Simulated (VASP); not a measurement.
Input of a VASP 6.6.1 run:

The input INCAR:

```
SYSTEM = Cu2O
ALGO = Fast
EDIFF = 1E-7
EDIFFG = -0.01
ENCUT = 600
GGA = PE
IBRION = 2
ISIF = 2
ISMEAR = 0
KPAR = 2
LASPH = .True.
LCHARG = .False.
LREAL = .False.
LWAVE = .False.
NELM = 80
NSW = 40
PREC = Accurate
SIGMA = 0.03
```

The input KPOINTS:

```
k-points
0
Gamma
  6 6 6
  0 0 0
```

File POSCAR:

```
Cu2O                                    
1.0
    4.3356533454      0.0000000000      0.0000000000
    0.0000000000      4.3356533454      0.0000000000
    0.0000000000      0.0000000000      4.3356533454
  Cu              O             
     4     2
Direct
     0.2500000000000000    0.2500000000000000    0.2500000000000000
     0.2500000000000000    0.7500000000000000    0.7500000000000000
     0.7500000000000000    0.7500000000000000    0.2500000000000000
     0.7500000000000000    0.2500000000000000    0.7500000000000000
     0.0000000000000000    0.0000000000000000    0.0000000000000000
     0.5000000000000000    0.5000000000000000    0.5000000000000000
```

Potentials or basis: VASP PAW PBE potentials, release 64 (Cu, O).

Run with:

```console
$ cat potpaw_PBE.64/Cu/POTCAR potpaw_PBE.64/O/POTCAR > POTCAR
$ mpirun -np 2 vasp_std > vasp.out
```

Question: Predict the band gap on the k mesh.

Answer: 0.43 eV, direct.

Final structure:
```cif
data_structure
_symmetry_space_group_name_H-M 'P 1'
_symmetry_Int_Tables_number 1
_cell_length_a 4.3357
_cell_length_b 4.3357
_cell_length_c 4.3357
_cell_angle_alpha 90.000
_cell_angle_beta 90.000
_cell_angle_gamma 90.000
_cell_volume 81.50
loop_
_atom_site_label
_atom_site_type_symbol
_atom_site_fract_x
_atom_site_fract_y
_atom_site_fract_z
_atom_site_occupancy
Cu1 Cu 0.25000 0.25000 0.25000 1
Cu2 Cu 0.25000 0.75000 0.75000 1
Cu3 Cu 0.75000 0.75000 0.25000 1
Cu4 Cu 0.75000 0.25000 0.75000 1
O1 O 0.00000 0.00000 0.00000 1
O2 O 0.50000 0.50000 0.50000 1
```

Caveat: the relaxation stopped at its first step, so nothing moved. A k mesh can miss the band edges.
